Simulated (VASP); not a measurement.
# BaTe (Fm-3m) in VASP: a series of runs, part 2 of 2

VASP 6.6.1.

### 4 Single point, PBE

Input file run.py:

```python
from ase.calculators.vasp import Vasp
from ase.dft.bandgap import bandgap
from ase.spacegroup import crystal

atoms = crystal(
    ['Ba', 'Te'],
    basis=[[0.0, 0.0, 0.0], [0.5, 0.0, 0.0]],
    spacegroup=225,
    setting=1,
    cellpar=[6.82, 6.82, 6.82, 90.0, 90.0, 90.0],
    primitive_cell=True,
)
calc = Vasp(
    directory='calc',
    xc='pbe',
    pp='PBE',
    setups='recommended',
    prec='Accurate',
    encut=520,
    ediff=1e-06,
    ismear=0,
    sigma=0.02,
    lreal=False,
    lasph=True,
    nelm=80,
    algo='Fast',
    isif=2,
    lwave=False,
    lcharg=True,
    lelf=True,
    lvhar=True,
    kpts=[7, 7, 7],
    gamma=True,
)
atoms.calc = calc

print('energy (eV):', atoms.get_potential_energy())
print('free energy (eV):', atoms.get_potential_energy(force_consistent=True))
print('forces (eV/A):')
print(atoms.get_forces())
print('stress (eV/A^3, Voigt):', atoms.get_stress())
print('Fermi level (eV):', calc.get_fermi_level())
gap, top, bottom = bandgap(calc)
print('band gap (eV):', gap, 'from (spin, k, band)', top, 'to', bottom)
```

Run with:

```sh
$ python run.py
```

Run time: 23 s. Hardware: 1 thread of Intel Xeon Platinum 8488C (Sapphire Rapids), shared host; peak memory 0.21 GiB.

The run converged. Its results:

```yaml
Free_energy: -8.5127 eV
Pressure: 4.2 GPa
Band_gap_on_the_k_mesh: 1.38 eV, indirect (least direct gap 1.76 eV)
```

Levels at points of the mesh, in eV from the valence-band top:
```tsv
k point	band 5	band 6	band 7	band 8	band 9	band 10	band 11	band 12
(0.00, 0.00, 0.00)	-9.73	0.00	0.00	0.00	2.86	2.86	2.86	3.23
```

Caveat: spin-orbit coupling is left out, which moves the levels of the heavy elements; an odd mesh through Γ misses points on the zone boundary, where band edges often lie.

### 5 Single point, PBE

Input file INCAR:

```
PREC = Accurate
ENCUT = 450
EDIFF = 1E-6
ISMEAR = 0
SIGMA = 0.02
LREAL = F
LASPH = T
NELM = 60
ALGO = Fast
ISIF = 2
LWAVE = F
LCHARG = F
GGA = PE
```

Input file KPOINTS:

```
Automatic mesh
0
Gamma
  3 3 3
```

Input file POSCAR:

```
BaTe
1.0
    0.0000000000      3.4100000000      3.4100000000
    3.4100000000      0.0000000000      3.4100000000
    3.4100000000      3.4100000000      0.0000000000
Ba Te
1 1
Direct
    0.0000000000      0.0000000000      0.0000000000
    0.5000000000      0.5000000000      0.5000000000
```

Potentials or basis: VASP PAW PBE potentials, release 64 (Ba_sv_GW, Te_GW).

Run with:

```sh
$ cat potpaw_PBE.64/Ba_sv_GW/POTCAR potpaw_PBE.64/Te_GW/POTCAR > POTCAR
$ mpirun -np 1 vasp_std > vasp.out
```

It took 8.2 s on 1 thread of Intel Xeon Platinum 8375C at 2.90GHz (Ice Lake), shared host; peak memory 0.2 GiB.

The run converged. Its results:

- Free energy: -9.8689 eV
- Pressure: 4.1 GPa
- Band gap on the k mesh: 1.66 eV, indirect (least direct gap 2.01 eV)

Levels at points of the mesh, in eV from the valence-band top:
| k point | band 5 | band 6 | band 7 | band 8 | band 9 | band 10 | band 11 | band 12 |
| --- | --- | --- | --- | --- | --- | --- | --- | --- |
| (0.00, 0.00, 0.00) | -9.64 | 0.00 | 0.00 | 0.00 | 2.92 | 2.92 | 3.06 | 3.33 |

Caveat: the k mesh is coarse (spacing up to 0.53 Å⁻¹), so the values aren't converged; spin-orbit coupling is left out, which moves the levels of the heavy elements; an odd mesh through Γ misses points on the zone boundary, where band edges often lie.

### 6 Single point, PBE

Input file INCAR:

```
SYSTEM = BaTe
ALGO = Normal
EDIFF = 1E-6
ENCUT = 450
GGA = PE
ISIF = 2
ISMEAR = 0
LASPH = .TRUE.
LCHARG = .FALSE.
LREAL = .FALSE.
LWAVE = .FALSE.
NBANDS = 15
NELM = 80
PREC = Accurate
SIGMA = 0.02
```

Input file KPOINTS:

```
k-points
0
G
  4 4 4
  0 0 0
```

POSCAR is that of step 5.

Potentials or basis: VASP PAW PBE potentials, release 64 (Ba_sv_GW, Te_GW).

Run with:

```sh
$ cat potpaw_PBE.64/Ba_sv_GW/POTCAR potpaw_PBE.64/Te_GW/POTCAR > POTCAR
$ mpirun -np 1 vasp_std > vasp.out
```

OUTCAR:

```text
SYSTEM = BaTe
   EDIFF = 1E-6
   ENCUT = 450
   GGA = PE
   ISIF = 2
   ISMEAR = 0
   LASPH = .TRUE.
   LREAL = .FALSE.
   NELM = 80
   PREC = Accurate

 ion  position               nearest neighbor table
   1  0.000  0.000  0.000-
   2  0.500  0.500  0.500-

  LATTYP: Found a face centered cubic cell.
 ALAT       =     6.8200000000

  Lattice vectors:

 A1 = (   0.0000000000,   3.4100000000,   3.4100000000)
 A2 = (   3.4100000000,   0.0000000000,   3.4100000000)
 A3 = (   3.4100000000,   3.4100000000,   0.0000000000)

Analysis of symmetry for initial positions (statically):
=====================================================================
 Subroutine PRICEL returns:
 Original cell was already a primitive cell.

 Routine SETGRP: Setting up the symmetry group for a
 face centered cubic supercell.

 Subroutine GETGRP returns: Found 48 space group operations
 (whereof 48 operations were pure point group operations)
 out of a pool of 48 trial point group operations.

The static configuration has the point symmetry O_h .

Analysis of symmetry for dynamics (positions and initial velocities):
[... 155 lines left out ...]
      3      -7.8204      2.00000
      4      -7.8204      2.00000
      5      -5.5808      2.00000
      6       4.0699      2.00000
      7       4.0699      2.00000
      8       4.0699      2.00000
      9       7.0195      0.00000
     10       7.0195      0.00000
     11       7.0195      0.00000
     12       7.3777      0.00000
     13       7.7244      0.00000
     14       7.7244      0.00000
[... 113 lines left out ...]
      2      -8.0492      2.00000
      3      -8.0241      2.00000
      4      -8.0241      2.00000
      5      -5.0577      2.00000
      6       2.7006      2.00000
      7       3.1515      2.00000
      8       3.1515      2.00000
      9       7.6063      0.00000
     10       7.6063      0.00000
     11       9.1942      0.00000
     12       9.5754      0.00000
     13      10.1872      0.00000
     14      11.9904      0.00000
     15      11.9904      0.00000

------------------------ aborting loop because EDIFF is reached ----------------------------------------

  FORCE on cell =-STRESS in cart. coord.  units (eV):
  Direction    XX          YY          ZZ          XY          YZ          ZX
  --------------------------------------------------------------------------------------
  -------------------------------------------------------------------------------------
  Total        1.8967647      1.8967647      1.8967647      0.0000000      0.0000000      0.0000000
  in kB       38.3204777     38.3204777     38.3204777      0.0000000      0.0000000      0.0000000
  external PRESSURE =      38.3204777 kB  Pullay stress =       0.0000000 kB

 VOLUME and BASIS-vectors are now :
 -----------------------------------------------------------------------------
  energy-cutoff  :      450.00
  volume of cell :       79.30
      direct lattice vectors                 reciprocal lattice vectors
     0.000000000  3.410000000  3.410000000    -0.146627566  0.146627566  0.146627566
     3.410000000  0.000000000  3.410000000     0.146627566 -0.146627566  0.146627566
     3.410000000  3.410000000  0.000000000     0.146627566  0.146627566 -0.146627566

 POSITION                                       TOTAL-FORCE (eV/Angst)
 -----------------------------------------------------------------------------------
      0.00000      0.00000      0.00000         0.000000      0.000000      0.000000
      3.41000      3.41000      3.41000        -0.000000     -0.000000     -0.000000
 -----------------------------------------------------------------------------------
    total drift:                                0.000000      0.000000      0.000000

  FREE ENERGIE OF THE ION-ELECTRON SYSTEM (eV)
  ---------------------------------------------------
  free  energy   TOTEN  =        -9.9147286557 eV

  energy  without entropy=       -9.9147286557  energy(sigma->0) =       -9.91472866
```

stdout:

```text
POSCAR found type information on POSCAR BaTe
 POSCAR found :  2 types and       2 ions
 scaLAPACK will be used
 LDA part: xc-table for (Slater+PW92), standard interpolation
 POSCAR, INCAR and KPOINTS ok, starting setup
 FFT: planning ... GRIDC
 FFT: planning ... GRID_SOFT
 FFT: planning ... GRID
 WAVECAR not read
 entering main loop
```

Run time: 19 s. Hardware: 1 thread of AMD EPYC 7R43 (Zen 3), shared host; peak memory 0.17 GiB.

Results:

| Quantity | Value |
| --- | --- |
| Free energy | -9.9147 eV |
| Pressure | 3.8 GPa |
| Band gap on the k mesh | 1.41 eV, indirect (least direct gap 1.76 eV) |

Caveat: spin-orbit coupling is left out, which moves the levels of the heavy elements.

### 7 The reference run

An earlier run on the cell as given: functional PBE; potentials or basis VASP PAW PBE potentials, release 64 (Ba_sv, Te); cutoff 520 eV; k mesh 7 × 7 × 7; occupations fermi-dirac, width 0.05 eV; no spin polarisation.

* Pressure: 4.2 GPa
* Band gap on the k mesh: 1.38 eV, indirect (least direct gap 1.76 eV)

### 8 Summary

```csv
potentials or basis,k mesh,cutoff (eV),smearing,mesh quality,gap on the mesh (eV),pressure (GPa)
"VASP PAW PBE potentials, release 64 (Ba_sv_GW, Te_GW)",4 × 4 × 4,450,gaussian 0.02 eV,not flagged,1.41,3.8
"VASP PAW PBE potentials, release 64 (Ba_sv, Te)",7 × 7 × 7,520,gaussian 0.02 eV,not flagged,1.38,4.2
"VASP PAW PBE potentials, release 64 (Ba_sv_GW, Te_GW)",3 × 3 × 3,450,gaussian 0.02 eV,coarse,1.66,4.1
"VASP PAW PBE potentials, release 64 (Ba_sv, Te)",7 × 7 × 7,520,fermi-dirac 0.05 eV,not flagged,1.38,4.2
```

Alike in all rows: task single point; level PBE; no spin polarisation; cell as given.

Caveats: some runs use coarse meshes; spin-orbit coupling is left out, which moves the levels of the heavy elements; an odd mesh through Γ misses points on the zone boundary, where band edges often lie (some runs).

Total energies depend on the potentials used, so only differences within one code and one set of settings carry meaning.
